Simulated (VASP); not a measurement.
Input of a VASP 6.6.1 run:

Contents of POSCAR:

```
KCl
1.0
    0.0000000000      3.1759862350      3.1759862350
    3.1759862350      0.0000000000      3.1759862350
    3.1759862350      3.1759862350      0.0000000000
K Cl
1 1
Direct
    0.0000000000      0.0000000000      0.0000000000
    0.5000000000      0.5000000000      0.5000000000
```

Contents of INCAR.step1:

```
  PREC = Accurate
  ENCUT = 550
  ISMEAR = 0
  SIGMA = 0.01
  LREAL = False
  LASPH = True
  NELM = 120
  NBANDS = 15
  GGA = PE
  ALGO = Normal
  EDIFF = 1E-5
  LWAVE = True
  LCHARG = False
  GGA_COMPAT = False
```

File INCAR.step2:

```
  PREC = Accurate
  ENCUT = 550
  EDIFF = 1E-6
  ISMEAR = 0
  SIGMA = 0.01
  LREAL = False
  LASPH = True
  NELM = 120
  ALGO = Normal
  ISIF = 2
  LWAVE = False
  LCHARG = True
  METAGGA = R2SCAN
  LMIXTAU = True
  LELF = True
  LVHAR = True
  NBANDS = 15
  ISTART = 1
  GGA_COMPAT = False
```

File KPOINTS:

```
Automatic mesh
0
Gamma
  6 6 6
```

Potentials or basis: VASP PAW PBE potentials, release 64 (K_sv, Cl).

The run is started by

```bash
$ cat potpaw_PBE.64/K_sv/POTCAR potpaw_PBE.64/Cl/POTCAR > POTCAR
$ cp INCAR.step1 INCAR
$ mpirun -np 1 vasp_std > vasp.out
$ cp INCAR.step2 INCAR
$ mpirun -np 1 vasp_std > vasp.out
```

Task: What does it give for the band gap on the k mesh?

Result: 5.73 eV.

Task: What does it give for the pressure?

Result: -0.5 GPa.

Caveat: the PAW data sets were made with another functional, which shifts forces and pressure a little.

**What was measured.**

From a printed reference work, monograph, for a bulk crystal of KCl: band gap 8.68 eV.

A measured gap of KCl is 8.68 eV (a printed reference work, monograph); the calculated 5.73 eV misses it by -2.95 eV. The value is that of r2SCAN, without temperature or zero-point motion.
